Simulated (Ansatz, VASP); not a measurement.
Given: the input of a run of Ansatz 0.2.0 on CdTe.

Contents of input.yaml:

```yaml
crystal:
  lattice:
    - [0.0, 3.2678590959, 3.2678590959]
    - [3.2678590959, 0.0, 3.2678590959]
    - [3.2678590959, 3.2678590959, 0.0]
  atoms:
    - { symbol: Te, position: [0.75, 0.75, 0.75] }
    - { symbol: Cd, position: [0.0, 0.0, 0.0] }
hamiltonian:
  xc: r2scan
  pseudopotentials: { kind: paw }
  dispersion: d3bj
kpoints:
  mp_grid: { grid: [7, 7, 7] }
scf:
  occupations: { method: fermi_dirac, width: 0.05 }
output:
  forces: true
  stress: true
  eigenvalues: true
```

Potentials or basis: Ansatz PAW.

Run with:

```sh
$ ansatz run input.yaml --threads 2 --pin off --max-ram 5120MiB --backend cpu --events-out ev --progress --plain --runs-dir out
```

Question: Translate it to VASP 6.6.1. Potentials there: VASP PAW PBE potentials, release 64 (Te, Cd).

Answer: As run (the cutoff follows the program's own potentials):

Contents of POSCAR:

```
CdTe
1.0
    0.0000000000      3.2678590959      3.2678590959
    3.2678590959      0.0000000000      3.2678590959
    3.2678590959      3.2678590959      0.0000000000
Te Cd
1 1
Direct
    0.7500000000      0.7500000000      0.7500000000
    0.0000000000      0.0000000000      0.0000000000
```

INCAR.step1

```
SYSTEM = CdTe
PREC = Accurate
ENCUT = 520
ISMEAR = -1
SIGMA = 0.05
LREAL = .FALSE.
LASPH = .TRUE.
NELM = 100
NBANDS = 16
GGA = PE
ALGO = Normal
EDIFF = 1E-4
LWAVE = .TRUE.
LCHARG = .FALSE.
```

File INCAR.step2:

```
SYSTEM = CdTe
PREC = Accurate
ENCUT = 520
EDIFF = 1E-6
ISMEAR = -1
SIGMA = 0.05
LREAL = .FALSE.
LASPH = .TRUE.
NELM = 100
ALGO = Normal
ISIF = 2
LWAVE = .FALSE.
LCHARG = .FALSE.
METAGGA = R2SCAN
LMIXTAU = .TRUE.
IVDW = 12
VDW_S6 = 1.0
VDW_S8 = 0.78981345
VDW_A1 = 0.49484001
VDW_A2 = 5.73083694
NBANDS = 16
ISTART = 1
```

File KPOINTS:

```
regular mesh
0
G
  7 7 7
  0 0 0
```

Potentials or basis: VASP PAW PBE potentials, release 64 (Te, Cd).

Launch:

```bash
$ cat potpaw_PBE.64/Te/POTCAR potpaw_PBE.64/Cd/POTCAR > POTCAR
$ cp INCAR.step1 INCAR
$ mpirun -np 1 vasp_std > vasp.out
$ cp INCAR.step2 INCAR
$ mpirun -np 1 vasp_std > vasp.out
```

Both were run:

|  | VASP | Ansatz | Ansatz less VASP |
| --- | --- | --- | --- |
| gap on the k mesh at the Fermi level (eV) | 1.19 | 1.20 | +0.007 |
| least direct gap on the mesh (eV) | 1.19 | 1.20 | +0.007 |
| pressure (GPa) | -0.2 | -0.3 | -0.12 |
| dispersion energy (meV/atom) | -162.6 | -162.7 | -0.09 |

The two sets of potentials don't hold the same shells in valence.

Caveats: spin-orbit coupling is left out, which moves the levels of the heavy elements; the PAW data sets were made with another functional, which shifts forces and pressure a little (VASP); odd divisions of the mesh miss points on the zone boundary, where band edges often lie, so the gap on the mesh can be too wide (Ansatz); the PAW data sets come from PBE, with cores solved anew for the run's functional, which leaves a small shift of forces and pressure (Ansatz); the dispersion damping was fitted for another functional or another form of the correction (Ansatz). r2SCAN opens gaps a little over a GGA but as a rule still falls short of measured ones.
